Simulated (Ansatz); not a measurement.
# Pd (Fm-3m) in Ansatz: a series of runs

The runs below take Pd through relaxation of cell and atoms, with PBEsol.

Program: Ansatz 0.2.0. These are calculated values, not measurements. Logs are shortened: lines on timing, memory, paths and dates and some standing lists are left out, and cuts for length are marked.

## 1. The crystal as given

The structure is cubic, space group Fm-3m (No. 225). Conventional cell: a = 3.893 Å, b = 3.893 Å, c = 3.893 Å, α = 90.00°, β = 90.00°, γ = 90.00°. Pd (site symmetry m-3m) is surrounded by 12 Pd at 2.75 Å.

## 2. Relaxation of cell and atoms, PBEsol, target pressure 10 GPa, at which the enthalpy is minimised

The input, input.yaml:

```yaml
crystal:
  lattice:
    - [0.0, 1.9465, 1.9465]
    - [1.9465, 0.0, 1.9465]
    - [1.9465, 1.9465, 0.0]
  atoms:
    - { symbol: Pd, position: [0.0, 0.0, 0.0] }
hamiltonian:
  xc: pbesol
  pseudopotentials: { kind: paw }
kpoints:
  mp_grid: { grid: [12, 12, 12] }
scf:
  occupations: { method: fermi_dirac, width: 0.05 }
output:
  forces: true
  stress: true
  eigenvalues: true
relax:
  f_tol: 0.01
  max_steps: 40
  cell: { stress_tol: 0.05, p_target: 10.0 }
```

Potentials or basis: Ansatz PAW.

Launch:

```
> ansatz run input.yaml --threads 2 --pin off --max-ram 5632MiB --backend cpu --events-out ev --progress --plain --runs-dir out
```

Output:

```text
Warning: RAYON_NUM_THREADS=2 ignored (pool sized by the plan → 2); use --threads N
Engine: ansatz 0.2.0, aarch64-unknown-linux-gnu
Pseudopotentials: kind: paw
Pseudopotential: Pd, paw, valence charge 18, recommended cutoff 420 eV (normal), Pd.paw.azcp
Functional definition: PBEsol
  exchange = pbesol_x
  correlation = pbesol_c
Crystal: 1 atoms, lattice volume = 14.750 Å³
Basis set: ecut = 420 eV, 283 PW (Γ), exchange–correlation on 40×40×40 points (8 copies of the dense FFT grid, shifted against one another)
Bands: 13, of which v1, the nominal top of the filled ones, is band 9 counted from 1 (8 counted from 0)
Symmetry: 48 space group operations
Space group: Fm-3m (ITA 225), of the structure as read, at distance tolerance 2.5e-5 Å
k-points: 72 of 1728
Non-local potential: Pd, projectors of the file, l = 0: 2, l = 1: 2, l = 2: 2, l = 3: 1
PAW form: soft (Blöchl's): semilocal exchange-correlation on the pseudo side does not see the compensation charge
PAW frozen core: Pd, regenerated for the run's functional, and the local potential with it (the file was generated under x = pbe(κ = 0.804, μ = 0.2195149727645171), c = pbe(β = 0.06672455060314922))
PAW one-centre angular grid: Pd, 590 points (default); XC on 64 Gauss nodes
Initial density: superposition of atomic densities (neutral atoms: chi_scale 0, normalization atom), corrected by the library's trained network
Initial wavefunctions: pseudopotential atomic-orbital guess
Functional: x = pbesol(κ = 0.804, μ = 0.12345679012345678), c = pbesol(β = 0.046)
SCF iter   1: F=—  HF=-6906.663794 eV  |F-HF|=—  |Δ(HF+E_count)|=         —  Δρ=1.15e-2  dr2=1.61e-2  ethr=1.77e-3  ⟨swp⟩=5.5  Hψ=5430  notcnv=0
preconditioner: auto → none  [metal: Δε(μ)=0.004 eV  Ē_g=14.212 eV  σ=0.050 eV  W_gap=0.02  n_scr=8 (ndim 8)  ℏωp=30.6 eV  f_vac=0.000  D(μ)=2.43/eV (n_scr^D=50)  sad-step TF]
SCF iter   2: F=—  HF=-6906.659596 eV  |F-HF|=—  |Δ(HF+E_count)|=   4.20e-3  Δρ=3.25e-3  dr2=9.58e-4  ethr=8.93e-5  ⟨swp⟩=2.0  Hψ=1780  notcnv=0
SCF iter   3: F=—  HF=-6906.659337 eV  |F-HF|=—  |Δ(HF+E_count)|=   2.58e-4  Δρ=7.50e-4  dr2=1.89e-5  ethr=5.32e-6  ⟨swp⟩=2.2  Hψ=1211  notcnv=0
SCF iter   4: F=—  HF=-6906.659338 eV  |F-HF|=—  |Δ(HF+E_count)|=   1.10e-6  Δρ=7.17e-5  dr2=3.71e-7  ethr=1.05e-7  ⟨swp⟩=2.2  Hψ=1243  notcnv=0
iter 5 did not close the SCF: its close was put off for the readings that it lacked (scf_convergence_deferred on its scf_iter line)
SCF iter   5: F=-6906.659339 eV  HF=-6906.659339 eV  |F-HF|=1.21e-9  |Δ(HF+E_count)|=   2.78e-7  Δρ=6.59e-6  dr2=2.10e-9  ethr=2.06e-9  ⟨swp⟩=2.0  Hψ=1516  notcnv=0
SCF iter   6: F=-6906.659339 eV  HF=-6906.659339 eV  |F-HF|=1.91e-11  |Δ(HF+E_count)|=  7.92e-10  Δρ=6.43e-7  dr2=3.27e-11  ethr=1.16e-11  ⟨swp⟩=1.5  Hψ=2682  notcnv=0
SCF 1 converged in 6 iterations: F = -6906.659339 eV  dr2 = 3.27e-11
relax step   1: F+E_penalty+E_count = -6906.65933876 eV  Δ(F+E_penalty+E_count) = +0.000e0 eV  max|allowed force component| = 0.000e0 eV/Å  Δτ_max = 0.0000 Å  P = -2.907 GPa  Ω = 14.750 Å³  (6 SCF iters, dr2 threshold 1.00e-7 eV, accepted)
Crystal: 1 atoms, lattice volume = 13.117 Å³
Basis set: ecut = 420 eV, 259 PW (Γ), exchange–correlation on 40×40×40 points (8 copies of the dense FFT grid, shifted against one another)
Initial density: handed on by an earlier stage of this run
Initial wavefunctions: those handed on with the density
iter 1 solved again at ethr=6.42e-5 eV; its pass at ethr=3.10e-3 eV (dr2=1.16e-2 eV) is discarded
SCF iter   1: F=—  HF=-6906.554625 eV  |F-HF|=—  |Δ(HF+E_count)|=         —  Δρ=1.12e-2  dr2=1.15e-2  ethr=6.42e-5  ⟨swp⟩=1.0  Hψ=6627  notcnv=0
preconditioner: auto → none  [metal: Δε(μ)=0.005 eV  Ē_g=15.499 eV  σ=0.050 eV  W_gap=0.03  n_scr=0 (ndim 8)  ℏωp=32.4 eV  f_vac=0.000  D(μ)=2.12/eV (n_scr^D=26)]
SCF iter   2: F=—  HF=-6906.552449 eV  |F-HF|=—  |Δ(HF+E_count)|=   2.18e-3  Δρ=6.09e-3  dr2=1.71e-3  ethr=6.41e-5  ⟨swp⟩=2.1  Hψ=1530  notcnv=0
SCF iter   3: F=—  HF=-6906.552151 eV  |F-HF|=—  |Δ(HF+E_count)|=   2.98e-4  Δρ=2.24e-3  dr2=3.37e-4  ethr=9.49e-6  ⟨swp⟩=2.7  Hψ=1504  notcnv=0
SCF iter   4: F=—  HF=-6906.552119 eV  |F-HF|=—  |Δ(HF+E_count)|=   3.26e-5  Δρ=1.34e-4  dr2=6.68e-7  ethr=1.87e-6  ⟨swp⟩=1.3  Hψ=1046  notcnv=0
SCF iter   5: F=—  HF=-6906.552115 eV  |F-HF|=—  |Δ(HF+E_count)|=   3.86e-6  Δρ=1.09e-5  dr2=4.50e-9  ethr=5.56e-10  ⟨swp⟩=5.1  Hψ=4388  notcnv=0
SCF iter   6: F=-6906.552115 eV  HF=-6906.552115 eV  |F-HF|=7.37e-11  |Δ(HF+E_count)|=  7.36e-10  Δρ=2.38e-6  dr2=1.68e-10  ethr=2.50e-11  ⟨swp⟩=1.9  Hψ=2730  notcnv=0
SCF 2 converged in 6 iterations: F = -6906.552115 eV  dr2 = 1.68e-10
relax step   2: F+E_penalty+E_count = -6906.55211485 eV  Δ(F+E_penalty+E_count) = +1.072e-1 eV  max|allowed force component| = 0.000e0 eV/Å  Δτ_max = 0.0000 Å  P = +27.707 GPa  Ω = 13.117 Å³  energy of the carried Pulay correction = +4.781e-4 eV  (6 SCF iters, dr2 threshold 1.00e-7 eV, rejected (line search))
Crystal: 1 atoms, lattice volume = 14.015 Å³
iter 1 solved again at ethr=1.89e-5 eV; its pass at ethr=3.10e-3 eV (dr2=3.41e-3 eV) is discarded
SCF iter   1: F=—  HF=-6906.649456 eV  |F-HF|=—  |Δ(HF+E_count)|=         —  Δρ=6.06e-3  dr2=3.46e-3  ethr=1.89e-5  ⟨swp⟩=1.0  Hψ=6737  notcnv=0
preconditioner: auto → none  [metal: Δε(μ)=0.005 eV  Ē_g=14.817 eV  σ=0.050 eV  W_gap=0.02  n_scr=8 (ndim 8)  ℏωp=31.4 eV  f_vac=0.000  D(μ)=2.32/eV (n_scr^D=50)]
SCF iter   2: F=—  HF=-6906.648913 eV  |F-HF|=—  |Δ(HF+E_count)|=   5.43e-4  Δρ=3.43e-3  dr2=6.00e-4  ethr=1.89e-5  ⟨swp⟩=2.4  Hψ=1257  notcnv=0
SCF iter   3: F=—  HF=-6906.648830 eV  |F-HF|=—  |Δ(HF+E_count)|=   8.33e-5  Δρ=1.22e-3  dr2=1.39e-4  ethr=3.33e-6  ⟨swp⟩=2.7  Hψ=1539  notcnv=0
SCF iter   4: F=—  HF=-6906.648810 eV  |F-HF|=—  |Δ(HF+E_count)|=   2.00e-5  Δρ=8.97e-5  dr2=2.80e-7  ethr=7.72e-7  ⟨swp⟩=2.0  Hψ=1203  notcnv=0
SCF iter   5: F=—  HF=-6906.648812 eV  |F-HF|=—  |Δ(HF+E_count)|=   2.33e-6  Δρ=6.51e-6  dr2=3.48e-9  ethr=1.55e-9  ⟨swp⟩=2.1  Hψ=1433  notcnv=0
SCF iter   6: F=-6906.648812 eV  HF=-6906.648812 eV  |F-HF|=1.82e-12  |Δ(HF+E_count)|=  7.40e-10  Δρ=4.30e-7  dr2=8.13e-12  ethr=1.00e-12  ⟨swp⟩=4.3  Hψ=4414  notcnv=0
SCF 3 converged in 6 iterations: F = -6906.648812 eV  dr2 = 8.13e-12
relax step   3: F+E_penalty+E_count = -6906.64881193 eV  Δ(F+E_penalty+E_count) = +1.053e-2 eV  max|allowed force component| = 0.000e0 eV/Å  Δτ_max = 0.0000 Å  P = +8.199 GPa  Ω = 14.015 Å³  energy of the carried Pulay correction = +2.086e-4 eV  (6 SCF iters, accepted)
Crystal: 1 atoms, lattice volume = 13.902 Å³
iter 1 solved again at ethr=2.90e-7 eV; its pass at ethr=3.10e-3 eV (dr2=5.23e-5 eV) is discarded
SCF iter   1: F=—  HF=-6906.642396 eV  |F-HF|=—  |Δ(HF+E_count)|=         —  Δρ=7.70e-4  dr2=6.12e-5  ethr=2.90e-7  ⟨swp⟩=2.1  Hψ=6289  notcnv=0
preconditioner: auto → none  [metal: Δε(μ)=0.005 eV  Ē_g=14.882 eV  σ=0.050 eV  W_gap=0.03  n_scr=0 (ndim 8)  ℏωp=31.5 eV  f_vac=0.000  D(μ)=2.28/eV (n_scr^D=26)]
SCF iter   2: F=—  HF=-6906.642385 eV  |F-HF|=—  |Δ(HF+E_count)|=   1.11e-5  Δρ=4.40e-4  dr2=1.02e-5  ethr=2.90e-7  ⟨swp⟩=2.0  Hψ=1269  notcnv=0
SCF iter   3: F=—  HF=-6906.642383 eV  |F-HF|=—  |Δ(HF+E_count)|=   1.92e-6  Δρ=1.63e-4  dr2=2.02e-6  ethr=5.65e-8  ⟨swp⟩=2.6  Hψ=1471  notcnv=0
SCF iter   4: F=-6906.642383 eV  HF=-6906.642383 eV  |F-HF|=3.16e-9  |Δ(HF+E_count)|=   1.88e-7  Δρ=2.55e-5  dr2=3.89e-8  ethr=5.56e-10  ⟨swp⟩=3.0  Hψ=3182  notcnv=0
SCF 4 converged in 4 iterations: F = -6906.642383 eV  dr2 = 3.89e-8
relax step   4: F+E_penalty+E_count = -6906.64238326 eV  Δ(F+E_penalty+E_count) = +6.429e-3 eV  max|allowed force component| = 0.000e0 eV/Å  Δτ_max = 0.0000 Å  P = +10.243 GPa  Ω = 13.902 Å³  energy of the carried Pulay correction = +2.415e-4 eV  (4 SCF iters, dr2 threshold 1.00e-7 eV, accepted)
Crystal: 1 atoms, lattice volume = 13.915 Å³
iter 1 solved again at ethr=2.31e-9 eV; its pass at ethr=3.10e-3 eV (dr2=4.16e-7 eV) is discarded
SCF iter   1: F=—  HF=-6906.643218 eV  |F-HF|=—  |Δ(HF+E_count)|=         —  Δρ=7.03e-5  dr2=5.58e-7  ethr=2.31e-9  ⟨swp⟩=2.1  Hψ=6160  notcnv=0
preconditioner: auto → none  [metal: Δε(μ)=0.005 eV  Ē_g=14.874 eV  σ=0.050 eV  W_gap=0.03  n_scr=0 (ndim 8)  ℏωp=31.5 eV  f_vac=0.000  D(μ)=2.29/eV (n_scr^D=26)]
SCF iter   2: F=-6906.643217 eV  HF=-6906.643218 eV  |F-HF|=6.08e-8  |Δ(HF+E_count)|=   2.72e-7  Δρ=3.89e-5  dr2=8.48e-8  ethr=5.56e-10  ⟨swp⟩=2.4  Hψ=3196  notcnv=0
SCF 5 converged in 2 iterations: F = -6906.643217 eV  dr2 = 8.48e-8
relax step   5: F+E_penalty+E_count = -6906.64321747 eV  Δ(F+E_penalty+E_count) = -8.342e-4 eV  max|allowed force component| = 0.000e0 eV/Å  Δτ_max = 0.0000 Å  P = +9.998 GPa  Ω = 13.915 Å³  energy of the carried Pulay correction = +2.376e-4 eV  (2 SCF iters, dr2 threshold 1.00e-7 eV, accepted)
Initial wavefunctions: pseudopotential atomic-orbital guess (no wavefunctions were taken with the density)
iter 1 solved again at ethr=6.66e-9 eV; its pass at ethr=3.10e-3 eV (dr2=1.20e-6 eV) is discarded
SCF iter   1: F=—  HF=-6906.642893 eV  |F-HF|=—  |Δ(HF+E_count)|=         —  Δρ=1.15e-4  dr2=2.60e-7  ethr=6.66e-9  ⟨swp⟩=3.3  Hψ=7913  notcnv=0
preconditioner: auto → none  [metal: Δε(μ)=0.005 eV  Ē_g=14.875 eV  σ=0.050 eV  W_gap=0.02  n_scr=0 (ndim 8)  ℏωp=31.5 eV  f_vac=0.000  D(μ)=2.28/eV (n_scr^D=26)]
SCF iter   2: F=—  HF=-6906.642892 eV  |F-HF|=—  |Δ(HF+E_count)|=   2.16e-7  Δρ=5.65e-5  dr2=7.47e-8  ethr=1.44e-9  ⟨swp⟩=2.0  Hψ=1596  notcnv=0
SCF iter   3: F=—  HF=-6906.642892 eV  |F-HF|=—  |Δ(HF+E_count)|=   5.66e-8  Δρ=2.09e-5  dr2=5.44e-8  ethr=4.15e-10  ⟨swp⟩=2.0  Hψ=1250  notcnv=0
SCF iter   4: F=—  HF=-6906.642892 eV  |F-HF|=—  |Δ(HF+E_count)|=   1.62e-8  Δρ=3.15e-6  dr2=3.98e-10  ethr=3.02e-10  ⟨swp⟩=2.1  Hψ=1285  notcnv=0
SCF iter   5: F=-6906.642892 eV  HF=-6906.642892 eV  |F-HF|=1.82e-12  |Δ(HF+E_count)|=  2.15e-10  Δρ=1.21e-7  dr2=6.72e-13  ethr=1.00e-12  ⟨swp⟩=4.0  Hψ=4022  notcnv=0
SCF 6 converged in 5 iterations: F = -6906.642892 eV  dr2 = 6.72e-13
relax step   6: F+E_penalty+E_count = -6906.64289244 eV  Δ(F+E_penalty+E_count) = +3.250e-4 eV  max|allowed force component| = 0.000e0 eV/Å  Δτ_max = 0.0000 Å  P = +10.033 GPa  Ω = 13.915 Å³  stress off target by 3.29e-2 GPa  SCF on the basis re-selected at this cell (its energy is not comparable with the rows above)  (5 SCF iters)
basis re-selected at this cell: Δ(F+E_penalty+E_count) = +3.250e-4 eV, ΔP = +0.035 GPa vs the last step (what re-selecting the basis moved, of the pressure what is left beyond the Pulay correction that the steps carried, after the strain that the cell walked since its last selection, with what the two solves' SCF thresholds leave and, on support functions, any second-order correction that the steps lacked; it is no measure of the basis error at this ecutwfc). This SCF's stress stands 3.29e-2 GPa from its target on what of the cell is left free (relax.cell.stress_tol is 5.00e-2 GPa) and its largest allowed force component is 0.00e0 eV/Å (relax.f_tol is 1.00e-2 eV/Å): within both
SCF converged after 5 iterations
Free energy (F): -6906.642892 eV
Harris-Foulkes:  -6906.642892 eV  (|F-HF|=1.82e-12)
Internal energy: -6906.624964 eV  (E = F + TS)
E sigma→0 (E₀):  -6906.633928 eV
Entropy (-TS):   -0.017929 eV (-17.929 meV/atom)
Fermi energy:    21.230743 eV
--- Per-component energies (eV) ---
  E_band       = -114.567712
  E_kinetic    = 514.795487
  E_local      = -1666.074978  (includes V_loc(G=0)·N_el)
  E_nonlocal   = 219.026551
  E_hartree    = 679.657294
  E_xc         = -168.410122
  E_vxc        = -212.147326  (∫ρ·V_xc dr)
  E_paw        = -3684.747366  (= ΣΔE_a)
  E_vpaw       = -329.482310  (= ΣTr[D̂ρ^β])
  E_aug_tail   = 0.000247  (compensation charges beyond the density's cutoff)
  E_ewald      = -2801.174602
  E_core_change = 0.302524  (= ΣΔE_core)
  E_smearing   = -0.017929  (= −TS)
  E_closure    = -0.000000  (closes the sum)
  Σ components = -6906.642892   (vs F -6906.642892, Δ=0.00e0)
--- Forces (eV/Å), atoms counted from 1 ---
  atom   1  Pd    -0.00000000    -0.00000000     0.00000000
  max |Σ_I F_I| component: 9.04e-32 eV/Å
--- Stress (GPa, compression-positive) ---
       10.032875      -0.000000      -0.000000
       -0.000000      10.032875      -0.000000
       -0.000000      -0.000000      10.032875
  P = ⅓ Tr σ = 10.0329 GPa (100.329 kbar)
--- Band table (eV; the first three rows and the last of 72) ---
  k-point 0: bands = ["-63.0269", "-28.4926", "-28.4926", "-28.4926", "13.5454", "18.1084", "18.1084", "18.1084", "19.9041", "19.9041", "38.1901", "43.2090", "43.2090"]
  k-point 1: bands = ["-63.0221", "-28.5276", "-28.4975", "-28.4975", "13.8101", "18.0116", "18.2014", "18.2014", "19.8594", "19.8594", "38.4923", "41.7864", "43.5436"]
  k-point 2: bands = ["-63.0091", "-28.6227", "-28.5109", "-28.5109", "14.5219", "17.8432", "18.3903", "18.3903", "19.8268", "19.8268", "38.6960", "39.6353", "44.4420"]
  k-point 71: bands = ["-62.9316", "-28.8301", "-28.8301", "-28.6870", "16.4618", "17.5021", "17.5021", "19.7768", "21.5821", "30.4343", "30.4343", "31.9942", "33.2773"]
--- Relaxed structure (5 steps of the walk, 4 accepted, 1 SCFs on fresh bases) ---
  F+E_penalty+E_count = -6906.64289244 eV   max|allowed force component| = 0.000e0 eV/Å   (the final SCF, on the basis selected at the relaxed cell)
  cell:  # Å, volume = 13.9155 Å³
    - [-7.404217956541899e-34, 1.9090746645207466, 1.9090746645207466]
    - [1.9090746645207466, 1.130541141039205e-34, 1.9090746645207466]
    - [1.9090746645207466, 1.9090746645207466, -3.4393761222045225e-34]
  atoms:
    - { symbol: Pd, position: [0.0, 0.0, 0.0] }
```

Run time: 3.6 s. Hardware: 2 threads of Arm Neoverse V1, shared host; peak memory 0.27 GiB.

Results:

```yaml
Free_energy: -6906.6429 eV
Relaxed_volume: 13.92 Å³/atom
Relaxed_cell: a = 2.700 Å, b = 2.700 Å, c = 2.700 Å, α = 60.00°, β = 60.00°, γ = 60.00°
Space_group_after_relaxing_to_0.05_Å: Fm-3m (No. 225)
Energy_change_on_relaxing_the_enthalpy_is_what_falls: +16.4 meV/atom
Ionic_steps: 5
Pressure_after_relaxing: 10.0 GPa
Band_gap_on_the_k_mesh: none (metal or under the smearing width)
```

Step by step:
```
step  energy change (eV)  largest force (eV/Å)  volume (Å³)
   1              0.0000                0.0000        14.75
   2              0.0105                0.0000        14.01
   3              0.0170                0.0000        13.90
   4              0.0161                0.0000        13.92
   5              0.0164                0.0000        13.92
```

Final structure:
```
Pd
1.0
     0.00000    1.90907    1.90907
     1.90907    0.00000    1.90907
     1.90907    1.90907    0.00000
Pd
1
Direct
  0.00000 0.00000 0.00000
```

Caveat: the plane-wave basis is chosen anew once the cell has moved, so the energies of steps on either side of that aren't comparable; the PAW data sets come from PBE, with cores solved anew for the run's functional, which leaves a small shift of forces and pressure.

## 3. Relaxation of cell and atoms, PBEsol, target pressure 20 GPa, at which the enthalpy is minimised

input.yaml: that of step 2 with these lines changed.

```diff
@@ -21,2 +21,2 @@
   max_steps: 40
-  cell: { stress_tol: 0.05, p_target: 10.0 }
+  cell: { stress_tol: 0.05, p_target: 20.0 }
```

Potentials or basis: Ansatz PAW.

Launch:

```
> ansatz run input.yaml --threads 2 --pin off --max-ram 5632MiB --backend cpu --events-out ev --progress --plain --runs-dir out
```

Wall time 4.7 s (2 threads of Arm Neoverse V1, shared host); peak memory 0.27 GiB.

The run converged. Its results:

| Property | Result |
| --- | --- |
| Free energy | -6906.5983 eV |
| Relaxed volume | 13.43 Å³/atom |
| Relaxed cell | a = 2.668 Å, b = 2.668 Å, c = 2.668 Å, α = 60.00°, β = 60.00°, γ = 60.00° |
| Space group after relaxing (to 0.05 Å) | Fm-3m (No. 225) |
| Energy change on relaxing (the enthalpy is what falls) | +61.1 meV/atom |
| Ionic steps | 8 |
| Pressure after relaxing | 20.0 GPa |
| Band gap on the k mesh | none (metal or under the smearing width) |

Step by step:
| step | energy change (eV) | largest force (eV/Å) | volume (Å³) |
| --- | --- | --- | --- |
| 1 | 0.0000 | 0.0000 | 14.75 |
| 2 | 0.1954 | 0.0000 | 12.70 |
| 3 | 0.0444 | 0.0000 | 13.57 |
| 4 | 0.0590 | 0.0000 | 13.45 |
| 5 | 0.0608 | 0.0000 | 13.43 |
| 6 | 0.0615 | 0.0000 | 13.43 |
| 7 | 0.0611 | 0.0000 | 13.43 |
| 8 | 0.0611 | 0.0000 | 13.43 |

Final structure:
```
Pd
1.0
     0.00000    1.88678    1.88678
     1.88678    0.00000    1.88678
     1.88678    1.88678    0.00000
Pd
1
Direct
  0.00000 0.00000 0.00000
```

Levels at points of the mesh, in eV from the Fermi level:
```
             k point  band 5  band 6  band 7  band 8  band 9  band 10  band 11  band 12  band 13
  (0.00, 0.00, 0.00)   -7.98   -3.31   -3.31   -3.31   -1.40    -1.40    16.93    22.15    22.15
 (0.00, 0.00, -0.50)   -6.11   -3.36   -3.36    0.00    0.00     0.74     8.06    16.37    21.70
(0.00, -0.50, -0.50)   -6.26   -5.94   -0.02    0.37    0.37     3.28    11.71    13.60    13.60
```

Caveat: the plane-wave basis is chosen anew once the cell has moved, so the energies of steps on either side of that aren't comparable; the PAW data sets come from PBE, with cores solved anew for the run's functional, which leaves a small shift of forces and pressure.

## 4. Relaxation of cell and atoms, PBEsol, target pressure 30 GPa, at which the enthalpy is minimised

input.yaml: that of step 3 with these lines changed.

```diff
@@ -18,2 +18,6 @@
   eigenvalues: true
+  write_density: true
+  write_potential: true
+  elf: true
+  volumetric_format: npy
 relax:
@@ -21,2 +25,2 @@
   max_steps: 40
-  cell: { stress_tol: 0.05, p_target: 20.0 }
+  cell: { stress_tol: 0.05, p_target: 30.0 }
```

Launch:

```
> ansatz run input.yaml --threads 2 --pin off --max-ram 5632MiB --backend cpu --events-out ev --progress --plain --runs-dir out
```

It took 4.7 s on 2 threads of Arm Neoverse V1, shared host; peak memory 0.27 GiB.

The run converged. Its results:

- Free energy: -6906.5364 eV
- Relaxed volume: 13.03 Å³/atom
- Relaxed cell: a = 2.642 Å, b = 2.642 Å, c = 2.642 Å, α = 60.00°, β = 60.00°, γ = 60.00°
- Space group after relaxing (to 0.05 Å): Fm-3m (No. 225)
- Energy change on relaxing (the enthalpy is what falls): +123.0 meV/atom
- Ionic steps: 8
- Pressure after relaxing: 30.0 GPa
- Band gap on the k mesh: none (metal or under the smearing width)

Step by step:
```csv
step,energy change (eV),largest force (eV/Å),volume (Å³)
1,0.0000,0.0000,14.75
2,0.1954,0.0000,12.70
3,0.1072,0.0000,13.12
4,0.1218,0.0000,13.04
5,0.1226,0.0000,13.03
6,0.1235,0.0000,13.03
7,0.1230,0.0000,13.03
8,0.1230,0.0000,13.03
```

Final structure:
```
Pd
1.0
     0.00000    1.86791    1.86791
     1.86791    0.00000    1.86791
     1.86791    1.86791    0.00000
Pd
1
Direct
  0.00000 0.00000 0.00000
```

Levels at points of the mesh, in eV from the Fermi level:
| k point | band 6 | band 7 | band 8 | band 9 | band 10 | band 11 | band 12 | band 13 |
| --- | --- | --- | --- | --- | --- | --- | --- | --- |
| (0.00, 0.00, 0.00) | -3.47 | -3.47 | -3.47 | -1.48 | -1.48 | 16.90 | 22.29 | 22.29 |
| (0.00, 0.00, -0.50) | -3.53 | -3.53 | 0.01 | 0.01 | 0.67 | 8.34 | 16.35 | 21.95 |
| (0.00, -0.50, -0.50) | -6.22 | -0.02 | 0.40 | 0.40 | 3.28 | 12.06 | 13.76 | 13.76 |

Caveat: the plane-wave basis is chosen anew once the cell has moved, so the energies of steps on either side of that aren't comparable; the PAW data sets come from PBE, with cores solved anew for the run's functional, which leaves a small shift of forces and pressure.

## 5. Summary

```tsv
cell	target pressure (GPa)	gap on the mesh (eV)	pressure (GPa)
relaxed to 10 GPa	10	none	10.0
relaxed to 20 GPa	20	none	20.0
relaxed to 30 GPa	30	none	30.0
```

Alike in all rows: task relaxation of cell and atoms; level PBEsol; potentials or basis Ansatz PAW; no spin polarisation; k mesh 12 × 12 × 12; cutoff (eV) 420; smearing fermi-dirac 0.05 eV.

Caveats: the plane-wave basis is chosen anew once the cell has moved, so the energies of steps on either side of that aren't comparable; the PAW data sets come from PBE, with cores solved anew for the run's functional, which leaves a small shift of forces and pressure.

Total energies depend on the potentials used, so only differences within one code and one set of settings carry meaning.
